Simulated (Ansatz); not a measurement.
TaSi2:

```
Ta Si
1.0
     4.78390    0.00000    0.00000
    -2.39195    4.14298    0.00000
     0.00000    0.00000    6.57000
Ta Si
3 6
Direct
  0.00000 0.50000 0.33333
  0.50000 0.50000 0.66667
  0.50000 0.00000 0.00000
  0.31794 0.15897 0.33333
  0.15897 0.84103 0.66667
  0.84103 0.68206 0.00000
  0.68206 0.84103 0.33333
  0.84103 0.15897 0.66667
  0.15897 0.31794 0.00000
```

Base run:

- Program: Ansatz 0.2.0
- Functional: PBEsol
- Potentials or basis: Ansatz PAW
- Cutoff: 420 eV (not typed: the program's choice for these potentials)
- k mesh: 5 × 5 × 3
- Occupations: fermi-dirac, width 0.05 eV
- Spin: no spin polarisation
- Hubbard terms: Ta d U = 5 eV

Its results: band gap on the k mesh none (metal or under the smearing width); pressure -0.6 GPa; largest force 0.083 eV/Å.

The run is repeated on the same cell with these changes: hubbard terms from Ta d U = 5 eV to Ta d U = 3 eV. What comes out?

Band gap on the k mesh none (metal or under the smearing width); pressure -1.3 GPa; largest force 0.039 eV/Å.

Caveats: U without spin polarisation on a metal has little footing; the PAW data sets come from PBE, with cores solved anew for the run's functional, which leaves a small shift of forces and pressure; the U is typed as a test and isn't derived for this compound.
